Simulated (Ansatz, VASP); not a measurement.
**Rb in VASP and in Ansatz**

```
CELL_PARAMETERS angstrom
0.00000 3.63988 3.63988
3.63988 0.00000 3.63988
3.63988 3.63988 0.00000
ATOMIC_POSITIONS crystal
Rb 0.00000 0.00000 0.00000
```

This isn't the form of Rb at room conditions, which is bcc.

Alike in both runs: task single point; functional LDA; k mesh 12 × 12 × 12; occupations gaussian, width 0.15 eV; no spin polarisation.

```csv
,VASP,Ansatz
version,VASP 6.6.1,Ansatz 0.2.0
potentials or method,"VASP PAW LDA potentials, release 64 (Rb_sv)","scalar-relativistic, plane waves, PAW"
plane-wave cutoff (eV),520,420
valence electrons in the cell,9,9
```

|  | VASP | Ansatz | Ansatz less VASP |
| --- | --- | --- | --- |
| gap on the k mesh at the Fermi level (eV) | none | none | - |
| pressure (GPa) | -0.5 | -0.5 | 0.00 |

A gap of «none» marks a metal or a gap that the smearing closes.
